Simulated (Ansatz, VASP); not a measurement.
## NaCl in VASP and in Ansatz

```
CELL_PARAMETERS angstrom
3.64228 0.00000 0.00000
0.00000 3.64228 0.00000
0.00000 0.00000 3.64228
ATOMIC_POSITIONS crystal
Na 0.00000 0.00000 0.00000
Cl 0.50000 0.50000 0.50000
```

Change from the starting cell: strain +0.040 along x and y, +0.040 along z, atoms carried along.

Alike in both runs: task single point; functional LDA; k mesh 6 × 6 × 6; occupations gaussian, width 0.05 eV; no spin polarisation.

|  | VASP | Ansatz |
| --- | --- | --- |
| version | VASP 6.6.1 | Ansatz 0.2.0 |
| potentials or method | VASP PAW LDA potentials, release 64 (Na_pv, Cl) | scalar-relativistic, plane waves, PAW |
| plane-wave cutoff (eV) | 520 | 420 |
| valence electrons in the cell | 14 | 16 |

|  | VASP | Ansatz | Ansatz less VASP |
| --- | --- | --- | --- |
| gap on the k mesh at the Fermi level (eV) | 3.27 | 3.27 | -0.005 |
| least direct gap on the mesh (eV) | 3.69 | 3.69 | -0.006 |
| pressure (GPa) | -4.7 | -4.7 | +0.04 |

The two sets of potentials don't hold the same shells in valence.

A k mesh can miss the band edges.
